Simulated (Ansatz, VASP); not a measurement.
# Two plane-wave programs on PbSe

```
Pb Se
1.0
     0.00000    3.45036    3.45036
     3.45036    0.00000    3.45036
     3.45036    3.45036    0.00000
Pb Se
1 1
Direct
  0.00000 0.00000 0.00000
  0.75000 0.75000 0.75000
```

Change from the starting cell: ordered vacancies on the anion sites of fluorite (F-43m, No. 216).

Alike in both runs: functional PBE; k mesh 8 × 8 × 8; occupations gaussian, width 0.02 eV; no spin polarisation.

Ansatz relaxed the structure, and its values are those at the end. VASP's run is a single point on that final structure, the one shown.

|  | VASP | Ansatz |
| --- | --- | --- |
| version | VASP 6.6.1 | Ansatz 0.2.0 |
| potentials or method | VASP PAW PBE potentials, release 64 (Pb_d, Se) | scalar-relativistic, plane waves, PAW |
| plane-wave cutoff (eV) | 520 | 420 |
| valence electrons in the cell | 20 | 30 |

```csv
,VASP,Ansatz,Ansatz less VASP
gap on the k mesh at the Fermi level (eV),0.67,0.67,-0.001
least direct gap on the mesh (eV),1.18,1.17,-0.002
pressure (GPa),0.0,0.0,+0.01
```

The functional is the same, so the differences come from potentials, cutoffs and numerics. The two sets of potentials don't hold the same shells in valence.

Caveats: spin-orbit coupling is left out, which as a rule narrows the gap of such compounds by several tenths of an eV. A k mesh can miss the band edges.
